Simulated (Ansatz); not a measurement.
# Al12C: the cost of one run

Method: DFT PBE, scalar-relativistic, plane waves, PAW, in Ansatz 0.2.0.

5 further runs of the same task are left out: 1 that didn't finish, 4 set aside as unsound or not needed.

### Step 1. The starting structure

Symmetry: Fm-3m, No. 225, cubic system. Conventional cell: a = 4.041 Å, b = 4.041 Å, c = 4.041 Å, α = 90.00°, β = 90.00°, γ = 90.00°. Al (site symmetry m-3m) has 12 Al at 2.86 Å as nearest neighbours.

As a file:

```cif
data_structure
_symmetry_space_group_name_H-M 'P 1'
_symmetry_Int_Tables_number 1
_cell_length_a 2.8572
_cell_length_b 2.8572
_cell_length_c 2.8572
_cell_angle_alpha 60.000
_cell_angle_beta 60.000
_cell_angle_gamma 60.000
_cell_volume 16.49
loop_
_atom_site_label
_atom_site_type_symbol
_atom_site_fract_x
_atom_site_fract_y
_atom_site_fract_z
_atom_site_occupancy
Al1 Al 0.00000 0.00000 0.00000 1
```

This cell was relaxed beforehand with the same method: volume 16.49 Å³/atom, gap on the mesh none (metal).

### Step 3. The grid

Atoms count from 1 in the order of the input.

C is moved over the surface cell; relaxed at each place: the height of the adsorbate's atoms; substrate rigid; the origin of the map has the adsorbate above Al9.

The axes are (1) position of C13 along the first surface vector, from above Al9: 6 values from 0.000 to 0.833, periodic; (2) position of C13 along the second surface vector, from above Al9: 6 values from 0.000 to 0.833, periodic.

Relaxed at each point: the height of the adsorbate's atoms; substrate rigid. Points are written as (first, second).

The two vectors of the plane (Å): (2.857, 0.000, 0.000); (-1.429, 2.474, 0.000).

(The set-up runs are not shown.)

### Step 4. The run at (0/6, 0/6) of the map's two axes

File input.yaml:

```yaml
crystal:
  lattice:
    - [5.7143028096, 0.0, 0.0]
    - [-2.8571514048, 4.948731398, 0.0]
    - [0.0, 0.0, 20.1016424764]
  atoms:
    - { symbol: Al, position: [0.3333333333, 0.1666666667, 0.1989887147] }
    - { symbol: Al, position: [0.3333333333, 0.6666666667, 0.1989887147] }
    - { symbol: Al, position: [0.8333333333, 0.1666666667, 0.1989887147] }
    - { symbol: Al, position: [0.8333333333, 0.6666666667, 0.1989887147] }
    - { symbol: Al, position: [0.1666666667, 0.3333333333, 0.3134533099] }
    - { symbol: Al, position: [0.1666666667, 0.8333333333, 0.3134533099] }
    - { symbol: Al, position: [0.6666666667, 0.3333333333, 0.3134533099] }
    - { symbol: Al, position: [0.6666666667, 0.8333333333, 0.3134533099] }
    - { symbol: Al, position: [0.0, 0.0, 0.4279074452] }
    - { symbol: Al, position: [0.0, 0.5, 0.4279074452] }
    - { symbol: Al, position: [0.5, 0.0, 0.4279074452] }
    - { symbol: Al, position: [0.5, 0.5, 0.4279074452] }
    - { symbol: C, position: [0.0, 0.0, 0.526406859] }
basis:
  ecutwfc: 420
kpoints:
  mp_grid: { grid: [6, 6, 1] }
hamiltonian:
  xc: pbe
scf:
  occupations: { method: gaussian, width: 0.1 }
output:
  forces: true
  eigenvalues: true
relax:
  adjacent_minimum: "off"
  f_tol: 0.025
  max_steps: 16
  constraints:
    - { sites: [0, 1, 2, 3, 4, 5, 6, 7, 8, 9, 10, 11] }
    - { sites: [12], fix: xy }
efield:
  axis: 3
  dipole_correction: true
  ramp_width: 0.04
```

Started as:

```bash
$ ansatz run input.yaml --threads 4 --pin off --max-ram 12288MiB --backend cpu --events-out ev --progress --plain --runs-dir out
```

What time and memory should one allow on 4 threads of Arm Neoverse N1, shared host?

About 23 s, with a peak of 0.8 GiB.
